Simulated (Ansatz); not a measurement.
# As (Pm-3m) in Ansatz: equation of state

Aim: energy against volume of As in PBEsol, for its equilibrium volume and stiffness.

All numbers are computed with Ansatz 0.2.0; they aren't measurements. Logs are shortened: lines on timing, memory, paths and dates and some standing lists are left out, and cuts for length are marked.

## 1. The crystal as given

The structure is cubic, space group Pm-3m (No. 221). The conventional cell has a = 2.704 Å, b = 2.704 Å, c = 2.704 Å, α = 90.00°, β = 90.00°, γ = 90.00°. Around As (site symmetry m-3m) lie 6 As at 2.70 Å.

This isn't the form of As at room conditions, which is rhombohedral.

## 2. Single point, PBEsol, 18.58 Å³/atom (volume scaled by 0.94)

input.yaml

```yaml
crystal:
  lattice:
    - [2.6484890792, 0.0, 0.0]
    - [0.0, 2.6484890792, 0.0]
    - [0.0, 0.0, 2.6484890792]
  atoms:
    - { symbol: As, position: [0.5, 0.5, 0.5] }
hamiltonian:
  xc: pbesol
  pseudopotentials: { kind: paw }
kpoints:
  mp_grid: { grid: [10, 10, 10] }
scf:
  occupations: { method: fermi_dirac, width: 0.05 }
output:
  forces: true
  stress: true
  eigenvalues: true
```

Potentials or basis: Ansatz PAW.

Started as:

```bash
> ansatz run input.yaml --threads 2 --pin off --max-ram 5632MiB --backend cpu --events-out ev --progress --plain --runs-dir out
```

What it wrote:

```text
Warning: RAYON_NUM_THREADS=2 ignored (pool sized by the plan → 2); use --threads N
Engine: ansatz 0.2.0, aarch64-unknown-linux-gnu
Pseudopotentials: kind: paw
Pseudopotential: As, paw, valence charge 15, recommended cutoff 420 eV (normal), As.paw.azcp
Functional definition: PBEsol
  exchange = pbesol_x
  correlation = pbesol_c
Crystal: 1 atoms, lattice volume = 18.578 Å³
Basis set: ecut = 420 eV, 365 PW (Γ), exchange–correlation on 36×36×36 points (8 copies of the dense FFT grid, shifted against one another)
Bands: 12, of which v1, the nominal top of the filled ones, is band 8 counted from 1 (7 counted from 0)
Symmetry: 48 space group operations
Space group: Pm-3m (ITA 221), of the structure as read, at distance tolerance 2.6e-5 Å
k-points: 56 of 1000
Non-local potential: As, projectors of the file, l = 0: 2, l = 1: 2, l = 2: 3, l = 3: 1
PAW form: soft (Blöchl's): semilocal exchange-correlation on the pseudo side does not see the compensation charge
PAW frozen core: As, regenerated for the run's functional, and the local potential with it (the file was generated under x = pbe(κ = 0.804, μ = 0.2195149727645171), c = pbe(β = 0.06672455060314922))
PAW one-centre angular grid: As, 590 points (default); XC on 64 Gauss nodes
Initial density: superposition of atomic densities (neutral atoms: chi_scale 0, normalization atom), corrected by the library's trained network
Initial wavefunctions: pseudopotential atomic-orbital guess
Functional: x = pbesol(κ = 0.804, μ = 0.12345679012345678), c = pbesol(β = 0.046)
SCF iter   1: F=—  HF=-4812.949286 eV  |F-HF|=—  |Δ(HF+E_count)|=         —  Δρ=1.15e-3  dr2=1.21e-4  ethr=1.77e-3  ⟨swp⟩=5.4  Hψ=4048  notcnv=0
preconditioner: auto → none  [insulator: Δε(μ)=0.140 eV  Ē_g=15.553 eV  σ=0.050 eV  W_gap=0.54  n_scr=6 (ndim 8)  ℏωp=19.3 eV  f_vac=0.000  D(μ)=0.31/eV (n_scr^D=0)  ε∞_Penn≈2.5]
SCF iter   2: F=—  HF=-4812.948974 eV  |F-HF|=—  |Δ(HF+E_count)|=   3.12e-4  Δρ=4.80e-4  dr2=1.98e-5  ethr=8.10e-7  ⟨swp⟩=2.0  Hψ=1535  notcnv=0
SCF iter   3: F=—  HF=-4812.948989 eV  |F-HF|=—  |Δ(HF+E_count)|=   1.44e-5  Δρ=1.42e-4  dr2=1.73e-6  ethr=1.32e-7  ⟨swp⟩=2.0  Hψ=992  notcnv=0
SCF iter   4: F=—  HF=-4812.948990 eV  |F-HF|=—  |Δ(HF+E_count)|=   1.90e-6  Δρ=2.98e-5  dr2=2.02e-7  ethr=1.15e-8  ⟨swp⟩=2.1  Hψ=1062  notcnv=0
iter 5 did not close the SCF: its close was put off for the readings that it lacked (scf_convergence_deferred on its scf_iter line)
SCF iter   5: F=-4812.948990 eV  HF=-4812.948990 eV  |F-HF|=9.64e-8  |Δ(HF+E_count)|=   2.23e-7  Δρ=1.40e-5  dr2=4.37e-8  ethr=1.35e-9  ⟨swp⟩=2.0  Hψ=1043  notcnv=0
SCF iter   6: F=-4812.948990 eV  HF=-4812.948990 eV  |F-HF|=4.73e-11  |Δ(HF+E_count)|=   4.76e-8  Δρ=5.32e-7  dr2=2.43e-11  ethr=2.91e-10  ⟨swp⟩=2.8  Hψ=2522  notcnv=0
SCF 1 converged in 6 iterations: F = -4812.948990 eV  dr2 = 2.43e-11
SCF converged after 6 iterations
Free energy (F): -4812.948990 eV
Harris-Foulkes:  -4812.948990 eV  (|F-HF|=4.73e-11)
Internal energy: -4812.946456 eV  (E = F + TS)
E sigma→0 (E₀):  -4812.947723 eV
Entropy (-TS):   -0.002534 eV (-2.534 meV/atom)
Fermi energy:    12.617965 eV
--- Per-component energies (eV) ---
  E_band       = -202.143913
  E_kinetic    = 103.871265
  E_local      = -1494.918912  (includes V_loc(G=0)·N_el)
  E_nonlocal   = -668.143259
  E_hartree    = 852.858347
  E_xc         = -79.385505
  E_vxc        = -80.136848  (∫ρ·V_xc dr)
  E_paw        = -1792.749218  (= ΣΔE_a)
  E_vpaw       = 231.467153  (= ΣTr[D̂ρ^β])
  E_aug_tail   = 0.000010  (compensation charges beyond the density's cutoff)
  E_ewald      = -1735.445614
  E_core_change = 0.966429  (= ΣΔE_core)
  E_smearing   = -0.002534  (= −TS)
  E_closure    = 0.000000  (closes the sum)
  Σ components = -4812.948990   (vs F -4812.948990, Δ=0.00e0)
--- Forces (eV/Å), atoms counted from 1 ---
  atom   1  As     0.00000000    -0.00000000     0.00000000
  max |Σ_I F_I| component: 3.29e-31 eV/Å
--- Stress (GPa, compression-positive) ---
        4.418154      -0.000000       0.000000
       -0.000000       4.418154       0.000000
        0.000000       0.000000       4.418154
  P = ⅓ Tr σ = 4.4182 GPa (44.182 kbar)
--- Band table (eV; the first three rows and the last of 56) ---
  k-point 0: bands = ["-23.4223", "-23.4223", "-23.2942", "-23.2942", "-23.2942", "-2.9143", "17.0417", "17.0417", "17.0417", "21.3245", "21.3245", "23.6130"]
  k-point 1: bands = ["-23.4218", "-23.4117", "-23.2974", "-23.2974", "-23.2940", "-2.7185", "14.8289", "17.2170", "17.2170", "21.5014", "22.6866", "24.9910"]
  k-point 2: bands = ["-23.4205", "-23.3838", "-23.3056", "-23.3056", "-23.2933", "-2.1397", "11.5804", "17.7191", "17.7191", "22.0212", "23.5616", "28.8049"]
  k-point 55: bands = ["-23.3643", "-23.3643", "-23.3643", "-23.2434", "-23.2434", "8.1822", "10.7264", "10.7264", "10.7264", "18.4819", "18.4819", "18.4819"]
```

It took 0.69 s on 2 threads of Arm Neoverse V1, shared host; peak memory 0.26 GiB.

What came out:

```
Free energy            : -4812.9490 eV
Pressure               : 4.4 GPa
Band gap on the k mesh : none (metal or under the smearing width)
```

Caveat: the PAW data sets come from PBE, with cores solved anew for the run's functional, which leaves a small shift of forces and pressure.

## 3. Single point, PBEsol, 18.97 Å³/atom (volume scaled by 0.96)

input.yaml: that of step 2 with these lines changed.

```diff
@@ -2,5 +2,5 @@
   lattice:
-    - [2.6484890792, 0.0, 0.0]
-    - [0.0, 2.6484890792, 0.0]
-    - [0.0, 0.0, 2.6484890792]
+    - [2.6671410253, 0.0, 0.0]
+    - [0.0, 2.6671410253, 0.0]
+    - [0.0, 0.0, 2.6671410253]
   atoms:
```

Potentials or basis: Ansatz PAW.

Started as:

```bash
> ansatz run input.yaml --threads 2 --pin off --max-ram 5632MiB --backend cpu --events-out ev --progress --plain --runs-dir out
```

It took 0.66 s on 2 threads of Arm Neoverse V1, shared host; peak memory 0.26 GiB.

It converged, with:

```
Free energy            : -4812.9571 eV
Pressure               : 2.2 GPa
Band gap on the k mesh : none (metal or under the smearing width)
```

Caveat: the PAW data sets come from PBE, with cores solved anew for the run's functional, which leaves a small shift of forces and pressure.

## 4. Single point, PBEsol, 19.37 Å³/atom (volume scaled by 0.98)

input.yaml: that of step 3 with these lines changed.

```diff
@@ -2,5 +2,5 @@
   lattice:
-    - [2.6671410253, 0.0, 0.0]
-    - [0.0, 2.6671410253, 0.0]
-    - [0.0, 0.0, 2.6671410253]
+    - [2.6855356826, 0.0, 0.0]
+    - [0.0, 2.6855356826, 0.0]
+    - [0.0, 0.0, 2.6855356826]
   atoms:
```

Started as:

```bash
> ansatz run input.yaml --threads 2 --pin off --max-ram 5632MiB --backend cpu --events-out ev --progress --plain --runs-dir out
```

Run time: 0.64 s. Hardware: 2 threads of Arm Neoverse V1, shared host; peak memory 0.26 GiB.

It converged, with:

| Property | Result |
| --- | --- |
| Free energy | -4812.9600 eV |
| Pressure | 0.2 GPa |
| Band gap on the k mesh | none (metal or under the smearing width) |

Caveat: the PAW data sets come from PBE, with cores solved anew for the run's functional, which leaves a small shift of forces and pressure.

## 5. Single point, PBEsol, 19.76 Å³/atom

input.yaml: that of step 4 with these lines changed.

```diff
@@ -2,5 +2,5 @@
   lattice:
-    - [2.6855356826, 0.0, 0.0]
-    - [0.0, 2.6855356826, 0.0]
-    - [0.0, 0.0, 2.6855356826]
+    - [2.7036817444, 0.0, 0.0]
+    - [0.0, 2.7036817444, 0.0]
+    - [0.0, 0.0, 2.7036817444]
   atoms:
```

Started as:

```bash
> ansatz run input.yaml --threads 2 --pin off --max-ram 5632MiB --backend cpu --events-out ev --progress --plain --runs-dir out
```

Run time: 0.65 s. Hardware: 2 threads of Arm Neoverse V1, shared host; peak memory 0.26 GiB.

Results (log left out):

| Property | Result |
| --- | --- |
| Free energy | -4812.9583 eV |
| Pressure | -1.6 GPa |
| Band gap on the k mesh | none (metal or under the smearing width) |

Caveat: the PAW data sets come from PBE, with cores solved anew for the run's functional, which leaves a small shift of forces and pressure.

## 6. Single point, PBEsol, 20.16 Å³/atom (volume scaled by 1.02)

input.yaml: that of step 5 with these lines changed.

```diff
@@ -2,5 +2,5 @@
   lattice:
-    - [2.7036817444, 0.0, 0.0]
-    - [0.0, 2.7036817444, 0.0]
-    - [0.0, 0.0, 2.7036817444]
+    - [2.7215874433, 0.0, 0.0]
+    - [0.0, 2.7215874433, 0.0]
+    - [0.0, 0.0, 2.7215874433]
   atoms:
@@ -18 +18,5 @@
   eigenvalues: true
+  write_density: true
+  write_potential: true
+  elf: true
+  volumetric_format: npy
```

Potentials or basis: Ansatz PAW.

Started as:

```bash
> ansatz run input.yaml --threads 2 --pin off --max-ram 5632MiB --backend cpu --events-out ev --progress --plain --runs-dir out
```

Run time: 0.85 s. Hardware: 2 threads of Arm Neoverse V1, shared host; peak memory 0.27 GiB.

Results (log left out):

```yaml
Free_energy: -4812.9524 eV
Pressure: -3.2 GPa
Band_gap_on_the_k_mesh: none (metal or under the smearing width)
```

Caveat: the PAW data sets come from PBE, with cores solved anew for the run's functional, which leaves a small shift of forces and pressure.

## 7. Single point, PBEsol, 20.55 Å³/atom (volume scaled by 1.04)

input.yaml

```yaml
crystal:
  lattice:
    - [2.7392605843, 0.0, 0.0]
    - [0.0, 2.7392605843, 0.0]
    - [0.0, 0.0, 2.7392605843]
  atoms:
    - { symbol: As, position: [0.5, 0.5, 0.5] }
hamiltonian:
  xc: pbesol
  pseudopotentials: { kind: paw }
kpoints:
  mp_grid: { grid: [10, 10, 10] }
scf:
  occupations: { method: fermi_dirac, width: 0.05 }
output:
  forces: true
  stress: true
  eigenvalues: true
```

Potentials or basis: Ansatz PAW.

Started as:

```bash
> ansatz run input.yaml --threads 2 --pin off --max-ram 5632MiB --backend cpu --events-out ev --progress --plain --runs-dir out
```

What it wrote:

```text
Warning: RAYON_NUM_THREADS=2 ignored (pool sized by the plan → 2); use --threads N
[... 6 set-up lines as earlier in the session ...]
Crystal: 1 atoms, lattice volume = 20.554 Å³
Basis set: ecut = 420 eV, 389 PW (Γ), exchange–correlation on 40×40×40 points (8 copies of the dense FFT grid, shifted against one another)
Bands: 12, of which v1, the nominal top of the filled ones, is band 8 counted from 1 (7 counted from 0)
[... 1 set-up line as earlier in the session ...]
Space group: Pm-3m (ITA 221), of the structure as read, at distance tolerance 2.7e-5 Å
k-points: 56 of 1000
[... 7 set-up lines as earlier in the session ...]
SCF iter   1: F=—  HF=-4812.943140 eV  |F-HF|=—  |Δ(HF+E_count)|=         —  Δρ=7.38e-4  dr2=2.77e-5  ethr=1.77e-3  ⟨swp⟩=5.4  Hψ=4015  notcnv=0
preconditioner: auto → none  [metal: Δε(μ)=0.075 eV  Ē_g=14.756 eV  σ=0.050 eV  W_gap=0.36  n_scr=6 (ndim 8)  ℏωp=18.3 eV  f_vac=0.002  D(μ)=0.29/eV (n_scr^D=0)  sad-step TF]
SCF iter   2: F=—  HF=-4812.942819 eV  |F-HF|=—  |Δ(HF+E_count)|=   3.21e-4  Δρ=3.73e-4  dr2=7.31e-6  ethr=1.85e-7  ⟨swp⟩=2.1  Hψ=1558  notcnv=0
SCF iter   3: F=—  HF=-4812.942836 eV  |F-HF|=—  |Δ(HF+E_count)|=   1.64e-5  Δρ=1.45e-4  dr2=1.51e-6  ethr=4.87e-8  ⟨swp⟩=2.0  Hψ=1071  notcnv=0
SCF iter   4: F=—  HF=-4812.942840 eV  |F-HF|=—  |Δ(HF+E_count)|=   4.24e-6  Δρ=4.17e-5  dr2=4.24e-7  ethr=1.01e-8  ⟨swp⟩=2.0  Hψ=1071  notcnv=0
SCF iter   5: F=—  HF=-4812.942839 eV  |F-HF|=—  |Δ(HF+E_count)|=   4.52e-7  Δρ=2.08e-5  dr2=1.09e-7  ethr=2.83e-9  ⟨swp⟩=2.0  Hψ=1040  notcnv=0
SCF iter   6: F=-4812.942839 eV  HF=-4812.942839 eV  |F-HF|=7.21e-9  |Δ(HF+E_count)|=   1.38e-7  Δρ=3.33e-6  dr2=2.73e-9  ethr=6.67e-10  ⟨swp⟩=5.4  Hψ=2961  notcnv=0
SCF 1 converged in 6 iterations: F = -4812.942839 eV  dr2 = 2.73e-9
SCF converged after 6 iterations
Free energy (F): -4812.942839 eV
Harris-Foulkes:  -4812.942839 eV  (|F-HF|=7.21e-9)
Internal energy: -4812.940471 eV  (E = F + TS)
E sigma→0 (E₀):  -4812.941655 eV
Entropy (-TS):   -0.002369 eV (-2.369 meV/atom)
Fermi energy:    10.833637 eV
--- Per-component energies (eV) ---
  E_band       = -225.821044
  E_kinetic    = 102.048198
  E_local      = -1584.934872  (includes V_loc(G=0)·N_el)
  E_nonlocal   = -668.331377
  E_hartree    = 886.343433
  E_xc         = -78.505841
  E_vxc        = -78.973839  (∫ρ·V_xc dr)
  E_paw        = -1792.588691  (= ΣΔE_a)
  E_vpaw       = 231.681011  (= ΣTr[D̂ρ^β])
  E_aug_tail   = 0.000006  (compensation charges beyond the density's cutoff)
  E_ewald      = -1677.937755
  E_core_change = 0.966429  (= ΣΔE_core)
  E_smearing   = -0.002369  (= −TS)
  E_closure    = 0.000000  (closes the sum)
  Σ components = -4812.942839   (vs F -4812.942839, Δ=0.00e0)
--- Forces (eV/Å), atoms counted from 1 ---
  atom   1  As     0.00000000    -0.00000000    -0.00000000
  max |Σ_I F_I| component: 4.27e-31 eV/Å
--- Stress (GPa, compression-positive) ---
       -4.599273      -0.000000       0.000000
       -0.000000      -4.599273       0.000000
        0.000000       0.000000      -4.599273
  P = ⅓ Tr σ = -4.5993 GPa (-45.993 kbar)
--- Band table (eV; the first three rows and the last of 56) ---
  k-point 0: bands = ["-25.0717", "-25.0717", "-24.9811", "-24.9811", "-24.9811", "-3.7378", "14.8994", "14.8994", "14.8994", "19.4631", "19.4631", "20.9667"]
  k-point 1: bands = ["-25.0713", "-25.0640", "-24.9834", "-24.9834", "-24.9810", "-3.5605", "12.9499", "15.0535", "15.0535", "19.6273", "20.4833", "22.3954"]
  k-point 2: bands = ["-25.0704", "-25.0437", "-24.9892", "-24.9892", "-24.9805", "-3.0392", "9.9847", "15.4928", "15.4928", "20.1092", "21.1731", "26.0242"]
  k-point 55: bands = ["-25.0299", "-25.0299", "-25.0299", "-24.9433", "-24.9433", "5.6841", "9.1658", "9.1658", "9.1658", "16.8955", "16.8955", "16.8955"]
```

Run time: 0.66 s. Hardware: 2 threads of Arm Neoverse V1, shared host; peak memory 0.26 GiB.

What came out:

| Quantity | Value |
| --- | --- |
| Free energy | -4812.9428 eV |
| Pressure | -4.6 GPa |
| Band gap on the k mesh | none (metal or under the smearing width) |

Caveat: the PAW data sets come from PBE, with cores solved anew for the run's functional, which leaves a small shift of forces and pressure.

## 8. Single point, PBEsol, 20.95 Å³/atom (volume scaled by 1.06)

input.yaml: that of step 7 with these lines changed.

```diff
@@ -2,5 +2,5 @@
   lattice:
-    - [2.7392605843, 0.0, 0.0]
-    - [0.0, 2.7392605843, 0.0]
-    - [0.0, 0.0, 2.7392605843]
+    - [2.7567085743, 0.0, 0.0]
+    - [0.0, 2.7567085743, 0.0]
+    - [0.0, 0.0, 2.7567085743]
   atoms:
@@ -18 +18,5 @@
   eigenvalues: true
+  write_density: true
+  write_potential: true
+  elf: true
+  volumetric_format: npy
```

Started as:

```bash
> ansatz run input.yaml --threads 2 --pin off --max-ram 5632MiB --backend cpu --events-out ev --progress --plain --runs-dir out
```

Run time: 0.86 s. Hardware: 2 threads of Arm Neoverse V1, shared host; peak memory 0.27 GiB.

Results (log left out):

- Free energy: -4812.9299 eV
- Pressure: -5.9 GPa
- Band gap on the k mesh: none (metal or under the smearing width)

Caveat: the PAW data sets come from PBE, with cores solved anew for the run's functional, which leaves a small shift of forces and pressure.

## 9. Equation of state, PBEsol

Potentials or basis: Ansatz PAW.

No new run: the results of the series are fitted here.

What came out:

| Quantity | Value |
| --- | --- |
| Equilibrium volume | 19.41 Å³/atom |
| Bulk modulus | 91 GPa |
| Pressure derivative of the bulk modulus | 4.3 |

Energy against volume, from the lowest point:
| volume (Å³/atom) | energy (meV/atom) |
| --- | --- |
| 18.578 | 11.01 |
| 18.973 | 2.92 |
| 19.368 | 0.00 |
| 19.764 | 1.71 |
| 20.159 | 7.56 |
| 20.554 | 17.17 |
| 20.949 | 30.14 |
